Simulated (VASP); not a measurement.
# K (Pm-3m) in VASP: a series of runs

One crystal, K, is run at these levels: PBE; tasks: single point.

All numbers are computed with VASP 6.6.1; they aren't measurements. Logs are shortened: lines on timing, memory, paths and dates and some standing lists are left out, and cuts for length are marked.

### 1 The crystal as given

Symmetry: Pm-3m, No. 221, cubic system. Conventional cell: a = 4.310 Å, b = 4.310 Å, c = 4.310 Å, α = 90.00°, β = 90.00°, γ = 90.00°. Around K (site symmetry m-3m) lie 6 K at 4.31 Å.

This isn't the form of K at room conditions, which is bcc.

### 2 Single point, PBE

INCAR

```
  PREC = Accurate
  ENCUT = 400
  EDIFF = 1E-6
  ISMEAR = 0
  SIGMA = 0.2
  LREAL = False
  LASPH = True
  NELM = 100
  ALGO = Normal
  ISIF = 2
  LWAVE = False
  LCHARG = False
  GGA = PE
  NBANDS = 10
  ADDGRID = False
```

KPOINTS

```
regular mesh
0
Gamma
  11 11 11
```

POSCAR

```
K
1.0
    4.3104394900      0.0000000000      0.0000000000
    0.0000000000      4.3104394900      0.0000000000
    0.0000000000      0.0000000000      4.3104394900
K
1
Direct
    0.0000000000      0.0000000000      0.0000000000
```

Potentials or basis: VASP PAW PBE potentials, release 64 (K_sv).

Run with:

```
$ cat potpaw_PBE.64/K_sv/POTCAR > POTCAR
$ mpirun -np 1 vasp_std > vasp.out
```

OUTCAR:

```text
PREC = Accurate
   ENCUT = 400
   EDIFF = 1E-6
   ISMEAR = 0
   LREAL = False
   LASPH = True
   NELM = 100
   ISIF = 2
   GGA = PE

 Found     56 irreducible k-points:

 Following reciprocal coordinates:
            Coordinates               Weight
  0.000000  0.000000  0.000000      1.000000
  0.090909  0.000000  0.000000      6.000000
  0.181818  0.000000  0.000000      6.000000
  0.272727  0.000000  0.000000      6.000000
  0.363636  0.000000  0.000000      6.000000
  0.454545  0.000000  0.000000      6.000000
   k-points           NKPTS =     56   k-points in BZ     NKDIM =     56   number of bands    NBANDS=     10
   number of dos      NEDOS =    301   number of ions     NIONS =      1
   total plane-waves  NPLWV =  21952
   dimension x,y,z NGX =    28 NGY =   28 NGZ =   28
   dimension x,y,z NGXF=    56 NGYF=   56 NGZF=   56
   ions per type =               1
   NGX,Y,Z   is equivalent  to a cutoff of  10.80, 10.80, 10.80 a.u.
   NGXF,Y,Z  is equivalent  to a cutoff of  21.60, 21.60, 21.60 a.u.
 SYSTEM =  unknown system
   PREC   = accura    normal or accurate (medium, high low for compatibility)
   ISTART =      0    job   : 0-new  1-cont  2-samecut
   ICHARG =      2    charge: 1-file 2-atom 10-const
   ISPIN  =      1    spin polarized calculation?
   LNONCOLLINEAR =      F non collinear calculations
   LSORBIT =      F    spin-orbit coupling
   LASPH  =      T    aspherical Exc in radial PAW
   ENCUT  =  400.0 eV  29.40 Ry    5.42 a.u.   7.03  7.03  7.03*2*pi/ulx,y,z
   NELM   =    100;   NELMIN=  2; NELMDL= -5     # of ELM steps
   EDIFF  = 0.1E-05   stopping-criterion for ELM
   LREAL  =      F    real-space projection
   EDIFFG = 0.1E-04   stopping-criterion for IOM
   NSW    =      0    number of steps for IOM
   IBRION =     -1    ionic relax: 0-MD 1-quasi-New 2-CG
   NFREE  =      0    steps in history (QN), initial steepest desc. (CG)
   ISIF   =      2    stress and relaxation
   ISYM   =      2    0-nonsym 1-usesym 2-fastsym
   POTIM  = 0.5000    time-step for ionic-motion
   TEBEG  =    0.0;   TEEND  =   0.0 temperature during run
   PSTRESS=    0.0 pullay stress
   NELECT =       9.0000    total number of electrons
   NUPDOWN=      -1.0000    fix difference up-down
   EMIN   =  10.00;   EMAX   =-10.00  energy-range for DOS
   EFERMI =   0.00;   METHOD = LEGACY
   ISMEAR =     0;   SIGMA  =   0.20  broadening in eV -4-tet -1-fermi 0-gaus
   EFERMI_NEDOS =   21; number of points for ismear=-14 and -15
   IALGO  =     38    algorithm
   IMIX   =      4    mixing-type and parameters
     AMIX     =   0.40;   BMIX     =  1.00
     AMIX_MAG =   1.60;   BMIX_MAG =  1.00
  volume/ion in A,a.u.               =      80.09       540.46
  Fermi-wavevector in a.u.,A,eV,Ry     =   0.790013  1.492908  8.491671  0.624120
  Thomas-Fermi vector in A             =   1.895269
   LORBIT       =      0    0 simple, 1 ext, 2 COOP (PROOUT), +10 PAW based schemes
   GGA     = PE    functional components
   LHFCALC =     F    Hartree Fock is set to
   AEXX    =    0.0000 exact exchange contribution
   IVDW    =     0    specifies the selected vdW correction
   LEPSILON=     F    determine dielectric tensor
   LRPA    =     F    only Hartree local field effects (RPA)
 non-spin polarized calculation
 Gauss-broadening in eV      SIGMA  =   0.20
  energy-cutoff  :      400.00
  volume of cell :       80.09
 maximum number of plane-waves:      1467
   NGX = 15   NGY = 15   NGZ = 15

 number of electron       9.0000006 magnetization

 Free energy of the ion-electron system (eV)
  ---------------------------------------------------
  ext. energy  EPLUGINS =         0.00000000
  ---------------------------------------------------
  free energy    TOTEN  =        -0.95016071 eV

  energy without entropy =       -0.93394721  energy(sigma->0) =       -0.94205396

 E-fermi :  -0.2747     XC(G=0):  -5.4397

 val. band max:       -0.2806078480   @ k =   0.3636   0.2727   0.1818
 cond. band min:      -0.2162877900   @ k =   0.4545   0.1818   0.0909
 fundamental gap:      0.0643200580
 Fermi energy:        -0.2747294937

 k-point     1 :       0.0000    0.0000    0.0000
  band No.  band energies     occupation
      1     -32.6138      2.00000
      2     -16.0549      2.00000
      3     -16.0549      2.00000
      4     -16.0549      2.00000
      5      -2.3177      2.00000
      6       2.6202      0.00000
      7       2.6202      0.00000
      8       5.8674      0.00000
      9       5.8895      0.00000
     10       6.0289      0.00000

 k-point     2 :       0.0909    0.0000    0.0000
  band No.  band energies     occupation
      1     -32.6135      2.00000
      2     -16.0616      2.00000
      3     -16.0544      2.00000
      4     -16.0544      2.00000
      5      -2.2413      2.00000
      6       2.5401      0.00000
      7       2.6586      0.00000
      8       5.4758      0.00000
      9       5.4758      0.00000
     10       5.7236      0.00000

 k-point     3 :       0.1818    0.0000    0.0000
  band No.  band energies     occupation
      1     -32.6126      2.00000
      2     -16.0795      2.00000
      3     -16.0529      2.00000
      4     -16.0529      2.00000
      5      -2.0153      2.00000
      6       2.2300      0.00000
      7       2.7676      0.00000
      8       5.0664      0.00000
      9       5.0664      0.00000
     10       5.3882      0.00000

 k-point     4 :       0.2727    0.0000    0.0000
  band No.  band energies     occupation
      1     -32.6115      2.00000
      2     -16.1027      2.00000
      3     -16.0509      2.00000
      4     -16.0509      2.00000
      5      -1.6487      2.00000
      6       1.6461      0.00000
      7       2.9265      0.00000
      8       4.7361      0.00000
      9       4.7361      0.00000
     10       5.4604      0.00000

 k-point     5 :       0.3636    0.0000    0.0000
  band No.  band energies     occupation
      1     -32.6104      2.00000
      2     -16.1239      2.00000
      3     -16.0491      2.00000
      4     -16.0491      2.00000
      5      -1.1552      2.00000
      6       0.9142      0.00000
      7       3.0938      0.00000
      8       4.5052      0.00000
      9       4.5052      0.00000
     10       5.8675      0.00000

 k-point     6 :       0.4545    0.0000    0.0000
  band No.  band energies     occupation
      1     -32.6098      2.00000
      2     -16.1364      2.00000
      3     -16.0480      2.00000
      4     -16.0480      2.00000
      5      -0.5597      1.95612
      6       0.1752      0.00147
      7       3.2066      0.00000
      8       4.3865      0.00000
      9       4.3865      0.00000
     10       6.0087      0.00000

 [... further k-points ...]

------------------------ aborting loop because EDIFF is reached ----------------------------------------

  FORCE on cell =-STRESS in cart. coord.  units (eV):
  Direction    XX          YY          ZZ          XY          YZ          ZX
  --------------------------------------------------------------------------------------
  -------------------------------------------------------------------------------------
  Total       -0.0144698     -0.0144698     -0.0144698      0.0000000      0.0000000     -0.0000000
  in kB       -0.2894727     -0.2894727     -0.2894727      0.0000000      0.0000000     -0.0000000
  external PRESSURE =      -0.2894727 kB  Pullay stress =       0.0000000 kB

 VOLUME and BASIS-vectors are now :
 -----------------------------------------------------------------------------
  energy-cutoff  :      400.00
  volume of cell :       80.09
      direct lattice vectors                 reciprocal lattice vectors
     4.310439490  0.000000000  0.000000000     0.231994905  0.000000000  0.000000000
     0.000000000  4.310439490  0.000000000     0.000000000  0.231994905  0.000000000
     0.000000000  0.000000000  4.310439490     0.000000000  0.000000000  0.231994905

 POSITION                                       TOTAL-FORCE (eV/Angst)
 -----------------------------------------------------------------------------------
      0.00000      0.00000      0.00000         0.000000      0.000000      0.000000
 -----------------------------------------------------------------------------------
    total drift:                               -0.000000     -0.000000     -0.000000

  FREE ENERGIE OF THE ION-ELECTRON SYSTEM (eV)
  ---------------------------------------------------
  free  energy   TOTEN  =        -0.9501607063 eV

  energy  without entropy=       -0.9339472077  energy(sigma->0) =       -0.94205396
```

stdout:

```text
POSCAR found type information on POSCAR K
 POSCAR found :  1 types and       1 ions
 scaLAPACK will be used
 LDA part: xc-table for (Slater+PW92), standard interpolation
 POSCAR, INCAR and KPOINTS ok, starting setup
 FFT: planning ... GRIDC
 FFT: planning ... GRID_SOFT
 FFT: planning ... GRID
 WAVECAR not read
 entering main loop
```

It took 12 s on 1 thread of Intel Xeon Platinum 8488C (Sapphire Rapids), shared host; peak memory 0.16 GiB.

These settings aren't checked as converged: the numbers below hold their error.

Results:

```yaml
Free_energy: -0.9502 eV
Pressure: 0.0 GPa
Band_gap_on_the_k_mesh: none (metal or under the smearing width)
```

### 3 Single point, PBE

INCAR, as its differences from that of step 2:

```diff
@@ -1,3 +1,3 @@
   PREC = Accurate
-  ENCUT = 400
+  ENCUT = 600
   EDIFF = 1E-6
```

KPOINTS

```
regular mesh
0
Gamma
  9 9 9
```

POSCAR is that of step 2.

Potentials or basis: VASP PAW PBE potentials, release 64 (K_sv).

Run with:

```
$ cat potpaw_PBE.64/K_sv/POTCAR > POTCAR
$ mpirun -np 1 vasp_std > vasp.out
```

Wall time 17 s (1 thread of Intel Xeon Platinum 8488C (Sapphire Rapids), shared host); peak memory 0.21 GiB.

These settings aren't checked as converged: the numbers below hold their error.

Results:

* Free energy: -0.9495 eV
* Pressure: 0.0 GPa
* Band gap on the k mesh: none (metal or under the smearing width)

### 4 Single point, PBE

INCAR, as its differences from that of step 3:

```diff
@@ -1,3 +1,3 @@
   PREC = Accurate
-  ENCUT = 600
+  ENCUT = 500
   EDIFF = 1E-6
```

KPOINTS

```
regular mesh
0
Gamma
  11 11 11
```

POSCAR is that of step 3.

Potentials or basis: VASP PAW PBE potentials, release 64 (K_sv).

Run with:

```
$ cat potpaw_PBE.64/K_sv/POTCAR > POTCAR
$ mpirun -np 1 vasp_std > vasp.out
```

OUTCAR:

```text
PREC = Accurate
   ENCUT = 500
   EDIFF = 1E-6
   ISMEAR = 0
   LREAL = False
   LASPH = True
   NELM = 100
   ISIF = 2
   GGA = PE

 Found     56 irreducible k-points:

 Following reciprocal coordinates:
            Coordinates               Weight
  0.000000  0.000000  0.000000      1.000000
  0.090909  0.000000  0.000000      6.000000
  0.181818  0.000000  0.000000      6.000000
  0.272727  0.000000  0.000000      6.000000
  0.363636  0.000000  0.000000      6.000000
  0.454545  0.000000  0.000000      6.000000
[... 155 lines left out ...]
------------------------ aborting loop because EDIFF is reached ----------------------------------------

  FORCE on cell =-STRESS in cart. coord.  units (eV):
  Direction    XX          YY          ZZ          XY          YZ          ZX
  --------------------------------------------------------------------------------------
  -------------------------------------------------------------------------------------
  Total       -0.0160550     -0.0160550     -0.0160550      0.0000000      0.0000000     -0.0000000
  in kB       -0.3211848     -0.3211848     -0.3211848      0.0000000      0.0000000     -0.0000000
  external PRESSURE =      -0.3211848 kB  Pullay stress =       0.0000000 kB

 VOLUME and BASIS-vectors are now :
 -----------------------------------------------------------------------------
  energy-cutoff  :      500.00
  volume of cell :       80.09
      direct lattice vectors                 reciprocal lattice vectors
     4.310439490  0.000000000  0.000000000     0.231994905  0.000000000  0.000000000
     0.000000000  4.310439490  0.000000000     0.000000000  0.231994905  0.000000000
     0.000000000  0.000000000  4.310439490     0.000000000  0.000000000  0.231994905

 POSITION                                       TOTAL-FORCE (eV/Angst)
 -----------------------------------------------------------------------------------
      0.00000      0.00000      0.00000         0.000000      0.000000      0.000000
 -----------------------------------------------------------------------------------
    total drift:                                0.000000     -0.000000      0.000000

  FREE ENERGIE OF THE ION-ELECTRON SYSTEM (eV)
  ---------------------------------------------------
  free  energy   TOTEN  =        -0.9503242507 eV

  energy  without entropy=       -0.9341105817  energy(sigma->0) =       -0.94221742
```

stdout:

```text
POSCAR found type information on POSCAR K
 POSCAR found :  1 types and       1 ions
 scaLAPACK will be used
 LDA part: xc-table for (Slater+PW92), standard interpolation
 POSCAR, INCAR and KPOINTS ok, starting setup
 FFT: planning ... GRIDC
 FFT: planning ... GRID_SOFT
 FFT: planning ... GRID
 WAVECAR not read
 entering main loop
```

Run time: 18 s. Hardware: 1 thread of Intel Xeon Platinum 8488C (Sapphire Rapids), shared host; peak memory 0.18 GiB.

These settings aren't checked as converged: the numbers below hold their error.

What came out:

```
Free energy            : -0.9503 eV
Pressure               : 0.0 GPa
Band gap on the k mesh : none (metal or under the smearing width)
```

### 5 For comparison

An earlier run on the cell as given: functional PBE; potentials or basis VASP PAW PBE potentials, release 64 (K_sv); cutoff 520 eV; k mesh 6 × 6 × 6; occupations fermi-dirac, width 0.05 eV; no spin polarisation.

* Pressure: 0.0 GPa
* Band gap on the k mesh: none (metal or under the smearing width)
